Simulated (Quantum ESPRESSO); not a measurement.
A run of Quantum ESPRESSO 7.5:

pw.in

```
&CONTROL
  calculation = 'scf'
  prefix = 'pwscf'
  outdir = './tmp'
  pseudo_dir = './pseudo'
  tprnfor = .true.
  tstress = .true.
  disk_io = 'low'
/
&SYSTEM
  ibrav = 0
  celldm(1) = 8
  nat = 4
  ntyp = 2
  ecutwfc = 70
  nbnd = 24
  input_dft = 'r2scan'
  occupations = 'smearing'
  smearing = 'fd'
  degauss = 0.00367493
  nosym = .true.
/
&ELECTRONS
  conv_thr = 1d-08
  electron_maxstep = 120
  mixing_beta = 0.5
/
ATOMIC_SPECIES
S     32.0600 S_ONCV_PBE-1.2.upf
Mg    24.3050 Mg_ONCV_PBE-1.2.upf
CELL_PARAMETERS alat
  0.9530414206413   0.0000000000000   0.0000000000000
 -0.4765207103207   0.8253580811420   0.0000000000000
  0.0000000000000   0.0000000000000   1.5194092941530
ATOMIC_POSITIONS crystal
S      0.6666666667    0.3333333333    0.8792441500
S      0.3333333333    0.6666666667    0.3792441500
Mg     0.3333333333    0.6666666667    0.9957548500
Mg     0.6666666667    0.3333333333    0.4957548500
K_POINTS automatic
6 6 3 0 0 0
```

The input bands.in:

```
&CONTROL
  calculation = 'bands'
  prefix = 'pwscf'
  outdir = './tmp'
  pseudo_dir = './pseudo'
  disk_io = 'low'
  verbosity = 'high'
/
&SYSTEM
  ibrav = 0
  celldm(1) = 8
  nat = 4
  ntyp = 2
  ecutwfc = 70
  nbnd = 24
  input_dft = 'r2scan'
  occupations = 'smearing'
  smearing = 'fd'
  degauss = 0.00367493
  nosym = .true.
/
&ELECTRONS
  conv_thr = 1d-08
  electron_maxstep = 120
  mixing_beta = 0.5
  diago_full_acc = .true.
  startingwfc = 'random'
/
ATOMIC_SPECIES
S     32.0600 S_ONCV_PBE-1.2.upf
Mg    24.3050 Mg_ONCV_PBE-1.2.upf
CELL_PARAMETERS alat
  0.9530414206413   0.0000000000000   0.0000000000000
 -0.4765207103207   0.8253580811420   0.0000000000000
  0.0000000000000   0.0000000000000   1.5194092941530
ATOMIC_POSITIONS crystal
S      0.6666666667    0.3333333333    0.8792441500
S      0.3333333333    0.6666666667    0.3792441500
Mg     0.3333333333    0.6666666667    0.9957548500
Mg     0.6666666667    0.3333333333    0.4957548500
K_POINTS crystal
60
 0.0000000000  0.0000000000  0.0000000000 1
 0.0714285714  0.0000000000  0.0000000000 1
 0.1428571429  0.0000000000  0.0000000000 1
 0.2142857143  0.0000000000  0.0000000000 1
 0.2857142857  0.0000000000  0.0000000000 1
 0.3571428571  0.0000000000  0.0000000000 1
 0.4285714286  0.0000000000  0.0000000000 1
 0.5000000000  0.0000000000  0.0000000000 1
 0.4583333333  0.0833333333  0.0000000000 1
 0.4166666667  0.1666666667  0.0000000000 1
 0.3750000000  0.2500000000  0.0000000000 1
 0.3333333333  0.3333333333  0.0000000000 1
 0.2962962963  0.2962962963  0.0000000000 1
 0.2592592593  0.2592592593  0.0000000000 1
 0.2222222222  0.2222222222  0.0000000000 1
 0.1851851852  0.1851851852  0.0000000000 1
 0.1481481481  0.1481481481  0.0000000000 1
 0.1111111111  0.1111111111  0.0000000000 1
 0.0740740741  0.0740740741  0.0000000000 1
 0.0370370370  0.0370370370  0.0000000000 1
 0.0000000000  0.0000000000  0.0000000000 1
 0.0000000000  0.0000000000  0.1250000000 1
 0.0000000000  0.0000000000  0.2500000000 1
 0.0000000000  0.0000000000  0.3750000000 1
 0.0000000000  0.0000000000  0.5000000000 1
 0.0625000000  0.0000000000  0.5000000000 1
 0.1250000000  0.0000000000  0.5000000000 1
 0.1875000000  0.0000000000  0.5000000000 1
 0.2500000000  0.0000000000  0.5000000000 1
 0.3125000000  0.0000000000  0.5000000000 1
 0.3750000000  0.0000000000  0.5000000000 1
 0.4375000000  0.0000000000  0.5000000000 1
 0.5000000000  0.0000000000  0.5000000000 1
 0.4666666667  0.0666666667  0.5000000000 1
 0.4333333333  0.1333333333  0.5000000000 1
 0.4000000000  0.2000000000  0.5000000000 1
 0.3666666667  0.2666666667  0.5000000000 1
 0.3333333333  0.3333333333  0.5000000000 1
 0.3030303030  0.3030303030  0.5000000000 1
 0.2727272727  0.2727272727  0.5000000000 1
 0.2424242424  0.2424242424  0.5000000000 1
 0.2121212121  0.2121212121  0.5000000000 1
 0.1818181818  0.1818181818  0.5000000000 1
 0.1515151515  0.1515151515  0.5000000000 1
 0.1212121212  0.1212121212  0.5000000000 1
 0.0909090909  0.0909090909  0.5000000000 1
 0.0606060606  0.0606060606  0.5000000000 1
 0.0303030303  0.0303030303  0.5000000000 1
 0.0000000000  0.0000000000  0.5000000000 1
 0.5000000000  0.0000000000  0.5000000000 1
 0.5000000000  0.0000000000  0.4000000000 1
 0.5000000000  0.0000000000  0.3000000000 1
 0.5000000000  0.0000000000  0.2000000000 1
 0.5000000000  0.0000000000  0.1000000000 1
 0.5000000000  0.0000000000  0.0000000000 1
 0.3333333333  0.3333333333  0.0000000000 1
 0.3333333333  0.3333333333  0.1250000000 1
 0.3333333333  0.3333333333  0.2500000000 1
 0.3333333333  0.3333333333  0.3750000000 1
 0.3333333333  0.3333333333  0.5000000000 1
```

Potentials or basis: SG15 PBE 1.2.

Command:

```bash
$ OMP_NUM_THREADS=1 mpirun -n 4 pw.x -nk 2 -in pw.in > pw.out
$ OMP_NUM_THREADS=1 mpirun -n 4 pw.x -nk 4 -in bands.in > bands.out
```

Hardware: 4 MPI ranks on Intel(R) Xeon(R) Platinum 8488C (Sapphire Rapids), with other jobs on the host.

Question: How long does it take, and how much memory?

Answer: It took 6.3 min on 4 MPI ranks on Intel(R) Xeon(R) Platinum 8488C (Sapphire Rapids) (shared host), peak memory 0.48 GiB a rank. Counts: scf iterations 10, k pools 2, bands 24, k points 56, g dense 48491.
